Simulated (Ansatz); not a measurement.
TiAl: energy along a strain

TiAl, Pm-3m, a = 3.156 Å. The structure is a Materials Project entry; whether it is the stable form wasn't checked. Ansatz: PBEsol, PAW, 420 eV, Γ-centred 20×20×20 mesh on 2 atoms, Gaussian smearing 0.15 eV; no spin polarisation. Cell vectors (Å): 3.156 0.000 0.000; 0.000 3.156 0.000; 0.000 0.000 3.156. The cell is strained by x per cent times the pattern (0 0 0 0 0 1) in the order xx yy zz yz xz xy (engineering shears), with fractional coordinates held. y is the free energy over the start, V0 = 15.724 Å³/atom. Symmetry makes y even in x. Points with a strain past 8.5 % were computed too (2) and aren't used here.

| x (%) | y (meV/atom) |
| --- | --- |
| -5.00 | 9.21 |
| 0.00 | 0.00 |
| 1.25 | 0.57 |
| 2.50 | 2.27 |
| 3.75 | 5.14 |
| 6.25 | 14.53 |
| 7.50 | ? |

Question: Fit y = c2 x² + c4 x⁴ to the other rows, get the stiffness along the pattern, and predict the missing energy.

Answer: Least squares on the rows shown. y = 0.36193 x² + 0.00025727 x⁴. The clamped-ion stiffness p·C·p = 2 × 3.619 eV × 160.2 / 15.724 Å³ = 74 GPa, which is C66 in these axes (C44 of the cubic crystal). At x = 7.50 the fit asked for gives 21.17 meV/atom. The run gave 21.17 meV/atom, the same to the digits shown.

Cost: 9 runs of about 1.5 core-minutes in all, on AMD EPYC 9R45 (Zen 5) (shared hosts).